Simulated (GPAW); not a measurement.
The system is C.

```
C
1.0
     2.52210    0.00000    0.00000
    -1.26105    2.18420    0.00000
     0.00000    0.00000    8.23710
C
8
Cartesian
  1.2611 0.7281 6.9501
  0.0000 1.4561 2.8315
  1.2611 0.7281 5.4056
  0.0000 1.4561 1.2870
  0.0000 0.0000 7.4649
  0.0000 0.0000 3.3463
  0.0000 0.0000 4.8908
  0.0000 0.0000 0.7722
```

This is a hexagonal form of diamond, not graphite.

```yaml
Program: GPAW 26.7.0
Task: relaxation of cell and atoms
Functional: PBEsol
Potentials_or_basis: PAW data sets generated in the run's folder for this functional
Cutoff: 800 eV
Basis: pw
k_mesh: 7 × 7 × 2
Occupations: fermi-dirac, width 0.05 eV
Spin: no spin polarisation
```

At the start: pressure -4.7 GPa; volume 5.67 Å³/atom.

Question: How do energy, volume and symmetry change on relaxing?

Answer: Over 8 steps the energy falls by 3.0 meV/atom and the volume is 5.61 Å³/atom (-1.1 %); space group P6_3/mmc (No. 194, to 0.05 Å).

The path:
| step | energy change (eV) | largest force (eV/Å) | pressure (GPa) | volume (Å³) |
| --- | --- | --- | --- | --- |
| 1 | 0.0000 | 0.3304 | -4.65 | 45.38 |
| 2 | -0.0105 | 0.0912 | -4.30 | 45.34 |
| 3 | -0.0146 | 0.0608 | -3.65 | 45.27 |
| 4 | -0.0177 | 0.1313 | -2.73 | 45.17 |
| 5 | -0.0224 | 0.1512 | -0.83 | 44.98 |
| 6 | -0.0239 | 0.0745 | 0.12 | 44.88 |
| 7 | -0.0242 | 0.0113 | 0.22 | 44.87 |
| 8 | -0.0242 | 0.0001 | 0.14 | 44.88 |

Final structure:
```
C
1.0
     2.50475    0.00000    0.00000
    -1.25238    2.16918    0.00000
     0.00000    0.00000    8.26024
C
8
Direct
  0.66667 0.33333 0.84446
  0.33333 0.66667 0.34446
  0.66667 0.33333 0.65554
  0.33333 0.66667 0.15554
  0.00000 0.00000 0.90705
  0.00000 0.00000 0.40705
  0.00000 0.00000 0.59295
  0.00000 0.00000 0.09295
```

Caveat: the k mesh is coarse; later steps reuse the first step's grids.
